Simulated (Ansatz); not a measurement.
NaBr:
Space group Fm-3m (No. 225); a = b = c = 6.035 Å, α = β = γ = 90.00°

| atom | site | symmetry | x | y | z |
|---|---|---|---|---|---|
| Na | 4a | m-3m | 0.0000 | 0.0000 | 0.0000 |
| Br | 4b | m-3m | 0.5000 | 0.5000 | 0.5000 |
(The calculation used a cell of 2 atoms; values per cell refer to that cell.)

Relaxed with PBE. PBE (plane waves, PAW; program Ansatz) gives a gap of 4.07 eV.

### Question
What gap does HSE06 give on the same cell (Ansatz, PAW)?

### Answer
5.27 eV, 1.21 eV more. The hybrid was solved on a coarser mesh and at special points; its gap is the smallest among all of these.

| k | v1 PBE | c1 PBE | v1 HSE06 | c1 HSE06 |
|---|---|---|---|---|
| Γ | 0.00 | 4.07 | 0.00 | 5.27 |
| X | -0.63 | 6.08 | [?] | [?] |
| L | -0.26 | 6.14 | [?] | [?] |
| W | -0.79 | 7.41 | [?] | [?] |
| K | -0.51 | 6.83 | [?] | [?] |

### Question
Top valence (v1) and lowest conduction level (c1) in eV from each method's valence maximum (which need not be a listed point): supply the withheld HSE06 values.

### Answer

- L, v1 HSE06: -0.28
- L, c1 HSE06: 7.32
- X, v1 HSE06: -0.68
- X, c1 HSE06: 7.34
- K, v1 HSE06: -0.55
- K, c1 HSE06: 8.09
- W, v1 HSE06: -0.83
- W, c1 HSE06: 8.73

Cost on shared cores: the PBE run (SCF on a 8×8×8 mesh, then bands and DOS) very roughly 7 core-seconds, the HSE06 run (SCF on 6×6×6, then a few points) about 60 core-seconds (a rough figure); the tasks are unlike.

The cell was relaxed with PBE under the symmetry of its start; phonons on a q-mesh show no instability. Scalar-relativistic: spin–orbit coupling is off unless named, which matters more the heavier the elements.

Potentials: the later of the program's two PAW sets.
